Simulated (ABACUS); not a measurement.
Crystal: Si2Mo.

```
Mo Si
1.0
    -1.60000    1.60000    3.93050
     1.60000   -1.60000    3.93050
     1.60000    1.60000   -3.93050
Mo Si
1 2
Direct
  0.00000 0.00000 0.00000
  0.66700 0.66700 0.00000
  0.33300 0.33300 0.00000
```

```yaml
Program: ABACUS 3.10.1
Task: relaxation of cell and atoms
Functional: LDA
Potentials_or_basis: PseudoDojo NC SR 0.4.1 LDA standard
Cutoff: 1102 eV
Density_cutoff: 4408 eV
Basis: plane waves
k_mesh: 10 × 10 × 10
Occupations: fermi-dirac, width 0.05 eV
Spin: no spin polarisation
```

At the start: pressure -6.1 GPa; volume 13.42 Å³/atom.

Problem. How do energy, volume and symmetry change on relaxing?

Solution. Over 10 steps the energy falls by 9.5 meV/atom and the volume is 13.06 Å³/atom (-2.6 %); space group I4/mmm (No. 139, to 0.05 Å).

Step by step:
```tsv
step	energy change (eV)	largest force (eV/Å)	pressure (GPa)	volume (Å³)
1	0.0000	0.3858	-6.10	40.25
2	0.0495	0.1556	13.09	37.24
3	-0.0261	0.2153	0.29	39.10
4	-0.0261	0.2118	0.42	39.08
5	-0.0286	0.0257	0.10	39.16
6	-0.0286	0.0014	0.09	39.17
7	-0.0286	0.0048	-0.15	39.21
8	-0.0286	0.0008	-0.03	39.19
9	-0.0286	0.0004	0.04	39.18
10	-0.0286	0.0009	0.00	39.19
```

Final structure:
```
CELL_PARAMETERS angstrom
-1.58750 1.58750 3.88732
1.58750 -1.58750 3.88732
1.58750 1.58750 -3.88732
ATOMIC_POSITIONS crystal
Mo 0.00000 0.00000 0.00000
Si 0.66467 0.66467 0.00000
Si 0.33533 0.33533 0.00000
```

Caveat: there are fewer bands than atomic start orbitals, so a level may be missed at k points of high symmetry.
